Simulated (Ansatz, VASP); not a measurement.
Si in VASP and in Ansatz

INCAR

```
SYSTEM = Si
PREC = Accurate
ENCUT = 520
EDIFF = 1E-6
ISMEAR = 0
SIGMA = 0.1
LREAL = .FALSE.
LASPH = .TRUE.
NELM = 100
ALGO = Normal
ISIF = 2
LWAVE = .FALSE.
LCHARG = .TRUE.
GGA = PE
LELF = .TRUE.
LVHAR = .TRUE.
NBANDS = 8
```

The input KPOINTS:

```
regular mesh
0
G
  18 18 16
  0 0 0
```

POSCAR

```
Si
1.0
    2.4715911613      0.0000000000      0.0000000000
   -1.2357955807      2.1404607334      0.0000000000
    0.0000000000      0.0000000000      2.5481387016
Si
1
Direct
    0.0000000000      0.0000000000      0.0000000000
```

Input for Ansatz:

```yaml
crystal:
  lattice:
    - [2.4715911613, 0.0, 0.0]
    - [-1.2357955807, 2.1404607334, 0.0]
    - [0.0, 0.0, 2.5481387016]
  atoms:
    - { symbol: Si, position: [0.0, 0.0, 0.0] }
basis:
  ecutwfc: 420
kpoints:
  mp_grid: { grid: [18, 18, 16] }
hamiltonian:
  xc: pbe
scf:
  occupations: { method: gaussian, width: 0.1 }
output:
  forces: true
  stress: true
  eigenvalues: true
```

Alike in both runs: task single point; functional PBE; k mesh 18 × 18 × 16; occupations gaussian, width 0.1 eV; no spin polarisation.

|  | VASP | Ansatz |
| --- | --- | --- |
| version | VASP 6.6.1 | Ansatz 0.2.0 |
| potentials or method | VASP PAW PBE potentials, release 64 (Si) | scalar-relativistic, plane waves, PAW |
| plane-wave cutoff (eV) | 520 | 420 |
| valence electrons in the cell | 4 | 4 |

```csv
,VASP,Ansatz,Ansatz less VASP
gap on the k mesh at the Fermi level (eV),none,none,-
pressure (GPa),16.2,16.4,+0.11
largest component of the traceless stress (GPa),18.99,19.05,+0.065
```

A gap of «none» marks a metal or a gap that the smearing closes. With one functional, cell and mesh, what is left measures potentials, basis and numerics.

Caveats: so large a pressure means that the cell lies far from this level's equilibrium, or that cutoff or potentials fall short (VASP).
